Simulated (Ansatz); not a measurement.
# FeO (Wuestite): the cost of one run

Method: DFT PBE+U, scalar-relativistic, plane waves, PAW, in Ansatz 0.2.0.

2 further runs of the same task are left out: 2 set aside as unsound or not needed.

### Step 1. The system as given

It takes space group R-3m (No. 166, trigonal). Conventional cell: a = 3.169 Å, b = 3.169 Å, c = 7.449 Å, α = 90.00°, β = 90.00°, γ = 120.00°. Around Fe (site symmetry -3m) lie 6 O at 2.21 Å. O (site symmetry -3m) has 6 Fe at 2.21 Å as nearest neighbours.

Structure file:

```xyz
2
Lattice="1.5844 0.9148 2.4831 -1.5844 0.9148 2.4831 0.0000 -1.8295 2.4831" Properties=species:S:1:pos:R:3 pbc="T T T"
Fe    0.0000    0.0000    0.0000
O     0.0000    0.0000    3.7246
```

It is the result of an earlier relaxation at this level (volume 10.80 Å³/atom; gap on the mesh: 0.87 eV, site moments up to 3.5 μB).

### Step 2. Bands, states and charges

The input, input.yaml:

```yaml
crystal:
  lattice:
    - [1.5844222963, 0.9147666393, 2.4830575933]
    - [-1.5844222963, 0.9147666393, 2.4830575933]
    - [0.0, -1.8295332785, 2.4830575934]
  atoms:
    - { symbol: Fe, position: [0.0, 0.0, 0.0], spin: 3.9 }
    - { symbol: O, position: [0.5, 0.5, 0.5], spin: 0.17 }
basis:
  ecutwfc: 420
kpoints:
  mp_grid: { grid: [12, 12, 12] }
  band_path:
    path:
      - [[0.0, 0.0, 0.0], [0.5, 0.5, 0.5], [0.74285267, 0.25714733, 0.5]]
      - [[0.5, -0.25714733, 0.25714733], [0.5, 0.0, 0.0], [0.0, 0.0, 0.0], [0.37857367, -0.37857367, 0.0]]
      - [[0.62142633, 0.0, 0.37857367], [0.5, 0.0, 0.5], [0.0, 0.0, 0.0]]
    npoints: 14
hamiltonian:
  xc: pbe
  hubbard: { sites: [{ species: Fe, l: d, u_eff: 5.3 }] }
scf:
  occupations: { method: gaussian, width: 0.02 }
  n_extra_bands: 6
output:
  forces: true
  stress: true
  eigenvalues: true
  populations: true
  dos: { projected: true, de: 0.02, nscf_kmesh: { grid: [18, 18, 18] } }
  bader: true
  write_density: true
  write_potential: true
  elf: true
  volumetric_format: npy
magnetization:
  spin_polarized: true
checkpoint:
  read: start.run
  write: ck
  compress: false
  write_wavefunctions: false
  write_every: 100000
```

Launch:

```
$ ansatz run input.yaml --threads 1 --pin off --max-ram 2560MiB --backend cpu --events-out ev --progress --plain --runs-dir out
```

**Question.** How long does this run take on 1 thread of AMD EPYC 9R45 (Zen 5), shared host, and how much memory does it need?

About 61 s, with a peak of 1.3 GiB.
